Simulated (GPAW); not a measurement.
# Hf (P6_3/mmc) in GPAW: further runs

Runs on Hf. Level: PBE. Tasks: single point.

Everything below comes from runs of GPAW 26.7.0. Logs are shortened: lines on timing, memory, paths and dates and some standing lists are left out, and cuts for length are marked. The log counts tension as positive stress, the text compression.

**1. The structure**

Symmetry: P6_3/mmc, No. 194, hexagonal system. The conventional cell has a = 3.197 Å, b = 3.197 Å, c = 5.058 Å, α = 90.00°, β = 90.00°, γ = 120.00°. Hf (site symmetry -6m2) has 12 Hf at 3.13 to 3.20 Å as nearest neighbours.

**2. Single point, PBE**

run.py

```python
from ase.dft.bandgap import bandgap
from ase.io import read, write
from ase.units import Bohr, GPa
from gpaw import GPAW, PW
from gpaw.elf import elf_from_dft_calculation

atoms = read('Hf.xyz')

calc = GPAW(mode=PW(600),
            xc='PBE',
            kpts={'size': (10, 10, 5), 'gamma': True},
            occupations={'name': 'methfessel-paxton', 'order': 0, 'width': 0.020999999999999998},
            nbands=24,
            convergence={'density': 1e-05, 'energy': 1e-05},
            maxiter=150,
            txt='gpaw.txt')
atoms.calc = calc
energy = atoms.get_potential_energy()
forces = atoms.get_forces()
stress = atoms.get_stress()
calc.write('gs.gpw')
write('result.traj', atoms)
print(f'Energy: {energy:.6f} eV')
print('Forces (eV/A):')
print(forces.round(4))
print('Stress (GPa):', (stress / GPa).round(3))
print('Fermi level:', round(calc.get_fermi_level(), 4), 'eV')
print(f'Gap: {bandgap(calc)[0]:.4f} eV, direct: {bandgap(calc, direct=True)[0]:.4f} eV')

# fields on the real-space grid
write('density.cube', atoms, data=calc.get_pseudo_density() * Bohr**3)
write('potential.cube', atoms, data=calc.get_electrostatic_potential())
write('elf.cube', atoms, data=elf_from_dft_calculation(calc).data)
```

Hf.xyz

```xyz
2
Lattice="3.1967000000 0.0000000000 0.0000000000 -1.5983500000 2.7684234083 0.0000000000 0.0000000000 0.0000000000 5.0578000000" Properties=species:S:1:pos:R:3 pbc="T T T"
Hf     1.5983500002      0.9228078027      3.7933500000
Hf    -0.0000000002      1.8456156056      1.2644500000
```

Potentials or basis: GPAW PAW data sets (gpaw-data 1.2.1), pw.

Launch:

```bash
$ OMP_NUM_THREADS=1 python run.py
```

gpaw.txt:

```text
__  _  _
 | _ |_)|_||  |
 |__||  | ||/\| - 26.7.0

Input parameters:
  mode=PW(ecut=600.0),
  convergence={'density': 1e-05, 'energy': 1e-05},
  kpts=MonkhorstPack(size=(10, 10, 5), gamma=True),
  maxiter=150,
  nbands=24,
  occupations=Occupations(name='methfessel-paxton', order=0, width=0.020999999999999998),
  xc=XC(name='PBE')

Diagonalizing LCAO Hamiltonian
Converting LCAO to pw mode

           Hf

        Hf

Atoms  # Å, Bohr magnetons
|   | symbol |         x |        y |        z |    initial magnetic moments |
|---|--------|-----------|----------|----------|-----------------------------|
| 0 |     Hf |  1.598350 | 0.922808 | 3.793350 | ( 0.0000,  0.0000,  0.0000) |
| 1 |     Hf | -0.000000 | 1.845616 | 1.264450 | ( 0.0000,  0.0000,  0.0000) |

Unit cell  # Å
| periodic |         x |        y |        z |  lengths |     angles |
|----------|-----------|----------|----------|----------|------------|
|      yes |  3.196700 | 0.000000 | 0.000000 | 3.196700 |  90.000000 |
|      yes | -1.598350 | 2.768423 | 0.000000 | 3.196700 |  90.000000 |
|      yes |  0.000000 | 0.000000 | 5.057800 | 5.057800 | 120.000000 |

Number of symmetries: 12
Symmetry operations  # r_c * U_cc + t_c -> r_c
|    | kind |            matrix            |
|----|------|------------------------------|
|  0 |  σ   |  1, 1, 0,  0,-1, 0,  0, 0, 1 |
|  1 |  S6  |  1, 1, 0, -1, 0, 0,  0, 0,-1 |
|  2 |  E   |  1, 0, 0,  0, 1, 0,  0, 0, 1 |
|  3 |  C2  |  1, 0, 0, -1,-1, 0,  0, 0,-1 |
|  4 |  C2  |  0, 1, 0,  1, 0, 0,  0, 0,-1 |
|  5 |  C3  |  0, 1, 0, -1,-1, 0,  0, 0, 1 |
|  6 |  S6  |  0,-1, 0,  1, 1, 0,  0, 0,-1 |
|  7 |  σ   |  0,-1, 0, -1, 0, 0,  0, 0, 1 |
|  8 |  σ   | -1, 0, 0,  1, 1, 0,  0, 0, 1 |
|  9 |  i   | -1, 0, 0,  0,-1, 0,  0, 0,-1 |
| 10 |  C3  | -1,-1, 0,  1, 0, 0,  0, 0, 1 |
| 11 |  C2  | -1,-1, 0,  0, 1, 0,  0, 0,-1 |

BZ-sampling:
  Number of BZ points: 500
  Number of IBZ points: 58

  Monkhorst-Pack size: [10, 10, 5]
  Monkhorst-Pack shift: [0.05, 0.05, 0.0]

K-points  # in reciprocal-cell coordinates
|     |                                coordinates |     weight |
|-----|--------------------------------------------|------------|
|   0 | (  0.00000000,   0.00000000,   0.00000000) | 0.00200000 |
|   1 | (  0.00000000,   0.00000000,   0.20000000) | 0.00400000 |
|   2 | (  0.00000000,   0.00000000,   0.40000000) | 0.00400000 |
|   3 | (  0.10000000,   0.00000000,  -0.40000000) | 0.01200000 |
|   4 | (  0.10000000,   0.00000000,  -0.20000000) | 0.01200000 |
|   5 | (  0.10000000,   0.00000000,   0.00000000) | 0.01200000 |
|   6 | (  0.10000000,   0.00000000,   0.20000000) | 0.01200000 |
|   7 | (  0.10000000,   0.00000000,   0.40000000) | 0.01200000 |
|   8 | (  0.20000000,  -0.10000000,   0.00000000) | 0.01200000 |
|   9 | (  0.20000000,  -0.10000000,   0.20000000) | 0.02400000 |
| ... |                                            |            |
|  57 | (  0.50000000,   0.50000000,   0.40000000) | 0.01200000 |

Plane wave coefficients: 1518
Cutoff: 600.0 eV

Spin-components: 1 (collinear spins)
Bands:           24
Projectors:      12
Spin-degeneracy: 2
Datatype:        complex128

Parallelization:
  kpt:    1
  domain: 1
  band:   1

Density:
  Valence electrons: 24.0
  Components: 1
  Grid points: [20 20 30]
  Charge: 0.0  # |e|

Potential:
  Grid points: [20 20 30]

species:
  Hf:
    name:    Hafnium
    Z:       72.0
    valence: 12
    core:    60
    charge:  0.0  # [|e|]
    compensation charges:
      type: gauss
      rc: 0.41  # [Å]
      lmax: 2
    cutoffs:
      filter: 2.36  # [Å]
      core: 4.02  # [Å]
    projectors
    | kind |    occ | energy [eV] | rcut [Å] |
    |------|--------|-------------|----------|
    |   5s |  2.000 |     -66.831 |    1.397 |
    |   6s |  2.000 |      -5.097 |    1.397 |
    |   5p |  6.000 |     -35.599 |    1.307 |
    |   6p |  0.000 |      -1.401 |    1.307 |
    |   5d |  2.000 |      -2.699 |    1.334 |
    |    d |        |      24.513 |    1.334 |

    Using partial waves for Hf as LCAO basis

Reference energy: -819772.230551  # eV

eigensolver:
  PPCG
  Converge bands: occupied
  niter=2

density mixing:
  MSR1-Mixer
  Pratt-step length: 0.05
  Maximum mixing coefficient: 0.75
  Old densities: 10
  SVD Regularization: 0.005
  Good broyden scale: 1.0
  Trust region scale: 1.0
  Backstep threshold: 4.0
  History deletion threshold: 6.0
  Fourier metric: weight=20.0, sigma=0.015

occupation numbers:
  Methfessel-Paxton:
    width: 0.0210  # eV
    order: 0

poisson solver:
  ecut: 4800.0  # eV

xc functional:
  name: PBE with 2 nearest neighbor stencil

convergence criteria:
- Maximum integral of absolute [dens]ity change: 1e-05 electrons / valence electron
- Maximum [total energy] change in last 3 cyles: 1e-05 eV / valence electron
- Maximum integral of absolute [eigenst]ate change: 4e-08 eV^2 / valence electron
maximum number of iterations: 150

SCF iterations
|iter     | |      energy | eigst |  dens |
|---------|-|-------------|-------|-------|
|iter:   1| |  -15.242937 | -0.17 |       |
|iter:   2| |  -15.208166 | -2.79 | -1.27 |
|iter:   3| |  -15.021666 | -1.68 | -1.30 |
|iter:   4| |  -15.028881 | -2.99 | -1.90 |
|iter:   5| |  -15.030720 | -4.33 | -2.36 |
|iter:   6| |  -15.030740 | -5.91 | -3.44 |
|iter:   7| |  -15.030741c| -7.25 | -4.03 |
|iter:   8| |  -15.030741c| -7.62c| -4.80 |
|iter:   9| |  -15.030741c| -8.32c| -5.89c|

Converged in 9 steps
Energy contributions relative to reference atoms: (reference = -819772.230551)

Energy contributions:
  Kinetic:          14.428945
  Coulomb:         -13.866433
  Zero:             -0.980267
  External:          0.000000
  Xc:              -14.612735
  Entropy:          -0.000500
  Spinorbit:         0.000000
  ----------------------------
  Free energy:     -15.030991
  Extrapolated:    -15.030741

dipole moment: (-0.000013, -0.000023, -0.000042)  # |e|*Ang

Fermi level: 9.952
Eigenvalues  # (at kpt = [0.000, 0.000, 0.000])
| band index |      eig [eV] | occ [0-2] |
|------------|---------------|-----------|
|          0 |       -51.811 |     2.000 |
|        ... |               |           |
|          2 |       -21.136 |     2.000 |
|          3 |       -20.398 |     2.000 |
|          4 |       -20.398 |     2.000 |
|          5 |       -20.276 |     2.000 |
|          6 |       -20.271 |     2.000 |
|          7 |       -20.271 |     2.000 |
|          8 |         2.620 |     2.000 |
|          9 |         6.279 |     2.000 |
|         10 |        10.574 |     0.000 |
|         11 |        11.150 |     0.000 |
|         12 |        11.150 |     0.000 |
|         13 |        11.427 |     0.000 |
|         14 |        11.968 |     0.000 |
|         15 |        11.968 |     0.000 |
|         16 |        12.605 |     0.000 |
|         17 |        12.605 |     0.000 |
|        ... |               |           |
|         23 |        27.628 |     0.000 |

No gap
No difference between direct/indirect transitions

Forces  # eV/Ang
|        x |       y |        z |
|----------|---------|----------|
| -0.00000 | 0.00000 | -0.00000 |  # Hf   0
|  0.00000 | 0.00000 |  0.00000 |  # Hf   1

Stress tensor  # eV/Ang^3
|         x |         y |         z |
|-----------|-----------|-----------|
| -0.006547 | -0.000000 |  0.000000 |
| -0.000000 | -0.006547 |  0.000000 |
|  0.000000 |  0.000000 | -0.004203 |

# Writing to gs.gpw (mode='')
```

Run time: 33 s. Hardware: 1 thread of Arm Neoverse V1, shared host; peak memory 0.18 GiB.

Results:

```
Free energy            : -15.0310 eV
Pressure               : 0.9 GPa
Band gap on the k mesh : none (metal or under the smearing width)
```

Stress tensor (GPa, compression positive):
```
1.05 0.00 0.00
0.00 1.05 0.00
0.00 0.00 0.67
```

The run has no spin-orbit coupling, so splittings on Hf are missing.

**3. Single point, PBE**

run.py

```python
from ase.dft.bandgap import bandgap
from ase.io import read, write
from ase.units import GPa
from gpaw import GPAW, PW

atoms = read('POSCAR')

calc = GPAW(mode=PW(600),
            xc='PBE',
            kpts={'size': (10, 10, 5), 'gamma': True},
            occupations={'name': 'methfessel-paxton', 'order': 0, 'width': 0.022},
            nbands=24,
            convergence={'density': 1e-05, 'energy': 1e-05},
            maxiter=150,
            txt='gpaw.txt')
atoms.calc = calc
energy = atoms.get_potential_energy()
forces = atoms.get_forces()
stress = atoms.get_stress()
calc.write('gs.gpw')
write('result.traj', atoms)
print(f'Energy: {energy:.6f} eV')
print('Forces (eV/A):')
print(forces.round(4))
print('Stress (GPa):', (stress / GPa).round(3))
print('Fermi level:', round(calc.get_fermi_level(), 4), 'eV')
print(f'Gap: {bandgap(calc)[0]:.4f} eV, direct: {bandgap(calc, direct=True)[0]:.4f} eV')
```

POSCAR

```
Hf
1.0
    3.1967000000      0.0000000000      0.0000000000
   -1.5983500000      2.7684234083      0.0000000000
    0.0000000000      0.0000000000      5.0578000000
Hf
2
Direct
    0.6666666667      0.3333333333      0.7500000000
    0.3333333333      0.6666666667      0.2500000000
```

Potentials or basis: GPAW PAW data sets (gpaw-data 1.2.1), pw.

Launch:

```bash
$ OMP_NUM_THREADS=1 python run.py
```

Wall time 32 s (1 thread of Arm Neoverse V1, shared host); peak memory 0.18 GiB.

It converged, with:

| Quantity | Value |
| --- | --- |
| Free energy | -15.0310 eV |
| Pressure | 0.9 GPa |
| Band gap on the k mesh | none (metal or under the smearing width) |

Stress tensor (GPa, compression positive):
```
1.05 0.00 0.00
0.00 1.05 0.00
0.00 0.00 0.67
```

Levels at points of the mesh, in eV from the Fermi level:
```
           k point  band 10  band 11  band 12  band 13  band 14  band 15
(0.00, 0.00, 0.00)    -3.67     0.62     1.20     1.20     1.47     2.02
(0.50, 0.50, 0.00)    -2.72    -2.21    -0.80     0.81     0.88     1.69
```

The run has no spin-orbit coupling, so splittings on Hf are missing.

**4. Single point, PBE**

Changes to run.py since step 3:

```diff
@@ -10,3 +10,3 @@
             kpts={'size': (10, 10, 5), 'gamma': True},
-            occupations={'name': 'methfessel-paxton', 'order': 0, 'width': 0.022},
+            occupations={'name': 'methfessel-paxton', 'order': 0, 'width': 0.023},
             nbands=24,
```

POSCAR is that of step 3.

Launch:

```bash
$ OMP_NUM_THREADS=1 python run.py
```

Wall time 31 s (1 thread of Arm Neoverse V1, shared host); peak memory 0.18 GiB.

The run converged. Its results:

| Item | Value |
| --- | --- |
| Free energy | -15.0310 eV |
| Pressure | 0.9 GPa |
| Band gap on the k mesh | none (metal or under the smearing width) |

Stress tensor (GPa, compression positive):
```
1.05 0.00 0.00
0.00 1.05 0.00
0.00 0.00 0.66
```

Levels at points of the mesh, in eV from the Fermi level:
```csv
k point,band 9,band 10,band 11,band 12,band 13,band 14,band 15,band 16
"(0.00, 0.00, 0.00)",-7.33,-3.67,0.62,1.20,1.20,1.47,2.02,2.02
"(0.50, 0.50, 0.00)",-3.32,-2.72,-2.21,-0.80,0.81,0.88,1.69,5.89
```

**5. Overview**

| smearing | gap on the mesh (eV) | pressure (GPa) |
| --- | --- | --- |
| gaussian 0.021 eV | none | 0.9 |
| gaussian 0.022 eV | none | 0.9 |
| gaussian 0.023 eV | none | 0.9 |

Alike in all rows: task single point; level PBE; potentials or basis GPAW PAW data sets (gpaw-data 1.2.1), pw; no spin polarisation; cell as given; k mesh 10 × 10 × 5; cutoff (eV) 600.

Every run on the cell as given and a fine mesh finds a metal.

Absolute energies hang on the potentials; compare differences alone.
